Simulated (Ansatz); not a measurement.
A plane-wave DFT run in Ansatz 0.2.0 (scalar-relativistic PAW potentials unless the input names others): input and command.

```yaml
crystal:
  lattice:
    - [0.0, 1.7883335366, 1.7883335366]
    - [1.7883335366, 0.0, 1.7883335366]
    - [1.7883335366, 1.7883335366, 0.0]
  atoms:
    - { symbol: B, position: [0.0, 0.0, 0.0] }
    - { symbol: "N", position: [0.75, 0.75, 0.75] }
basis:
  ecutwfc: 420
kpoints:
  mp_grid: { grid: [12, 12, 12] }
hamiltonian:
  xc: pbe
scf:
  occupations: { method: fixed }
  initial_density: { chi_scale: 0.3 }
output:
  forces: true
  eigenvalues: true
  stress: true
```

```bash
ansatz run input.yaml --threads 1 --pin off --max-ram 3072MiB --backend cpu --events-out ev --progress --plain --runs-dir out
```

Abridged log:
```
Pseudopotentials: kind: paw
Pseudopotential: B, paw, valence charge 3, recommended cutoff 420 eV (normal)
Pseudopotential: N, paw, valence charge 5, recommended cutoff 420 eV (normal)
Functional definition: PBE
Crystal: 2 atoms, lattice volume = 11.439 Å³
Basis set: ecut = 420 eV, 229 PW (Γ), exchange–correlation on 36×36×36 points (8 copies of the dense FFT grid, shifted against one another)
Bands: 8, of which v1, the nominal top of the filled ones, is band 4 counted from 1 (3 counted from 0)
Symmetry: 24 space group operations
Space group: F-43m (ITA 216), of the structure as read, at distance tolerance 2.3e-5 Å
k-points: 72 of 1728 (time reversal used)
Initial density: superposition of atomic densities (chi_scale 0.3, normalization cell, long waves kept (reshape's long-wave potential 0.00 eV rms))
Initial wavefunctions: pseudopotential atomic-orbital guess
Functional: x = pbe(κ = 0.804, μ = 0.21951497), c = pbe(β = 0.06672455)
SCF iter   1: F=—  HF=-542.629090 eV  |F-HF|=—  |Δ(HF+E_count)|=         —  Δρ=1.19e-1  dr2=1.16e0  ethr=3.10e-3  ⟨swp⟩=3.9  Hψ=3310  notcnv=0  defer=107
SCF iter   2: F=—  HF=-542.287379 eV  |F-HF|=—  |Δ(HF+E_count)|=   3.42e-1  Δρ=5.36e-2  dr2=1.76e-1  ethr=3.10e-3  ⟨swp⟩=2.7  Hψ=1600  notcnv=0  defer=102
SCF iter   3: F=—  HF=-542.260458 eV  |F-HF|=—  |Δ(HF+E_count)|=   2.69e-2  Δρ=1.83e-2  dr2=3.14e-2  ethr=2.20e-3  ⟨swp⟩=3.0  Hψ=1027  notcnv=0  defer=114
SCF iter   4: F=—  HF=-542.253049 eV  |F-HF|=—  |Δ(HF+E_count)|=   7.41e-3  Δρ=3.24e-3  dr2=4.12e-4  ethr=3.92e-4  ⟨swp⟩=2.6  Hψ=972  notcnv=0  defer=133
SCF iter   5: F=—  HF=-542.253195 eV  |F-HF|=—  |Δ(HF+E_count)|=   1.45e-4  Δρ=2.33e-4  dr2=3.76e-6  ethr=5.15e-6  ⟨swp⟩=2.9  Hψ=966  notcnv=0  defer=135
SCF iter   6: F=—  HF=-542.253196 eV  |F-HF|=—  |Δ(HF+E_count)|=   1.91e-6  Δρ=1.78e-5  dr2=7.93e-9  ethr=1.25e-9  ⟨swp⟩=4.9  Hψ=3411  notcnv=0
SCF iter   7: F=-542.253196 eV  HF=-542.253196 eV  |F-HF|=4.48e-11  |Δ(HF+E_count)|=   1.90e-8  Δρ=1.33e-6  dr2=1.35e-10  ethr=9.91e-11  ⟨swp⟩=1.3  Hψ=1731  notcnv=0
SCF 1 converged in 7 iterations: F = -542.253196 eV  dr2 = 1.35e-10
SCF converged after 7 iterations
Free energy (F): -542.253196 eV
Harris-Foulkes:  -542.253196 eV  (|F-HF|=4.48e-11)
Internal energy: -542.253196 eV  (E = F + TS)
E sigma→0 (E₀):  -542.253196 eV
Fermi energy:    11.703959 eV
--- Forces (eV/Å), atoms counted from 1 ---
  atom   1  B      0.00000000     0.00000000     0.00000000
  atom   2  N      0.00000000     0.00000000     0.00000000
--- Stress (GPa, compression-positive) ---
       15.992406       0.000000       0.000000
        0.000000      15.992406       0.000000
        0.000000       0.000000      15.992406
  P = ⅓ Tr σ = 15.9924 GPa (159.924 kbar)
```

Apart from outputs, empty bands and the relaxation, which only the reference makes, the input differs from a reference run on usual settings in scf.initial_density.chi_scale: not typed → 0.3. The reference, at the same geometry, ended its own course with pressure 15.99 GPa, largest force 0.000 eV/Å, gap on the mesh 4.50 eV. This run converged in 7 SCF iterations with an energy at zero smearing within 0.01 meV/atom of the reference's, pressure 15.99 GPa, largest force 0.000 eV/Å, gap on the mesh 4.50 eV.

It took 1.1 s on 1 thread of Arm Neoverse V1, with other jobs on the host, peak memory 0.23 GiB.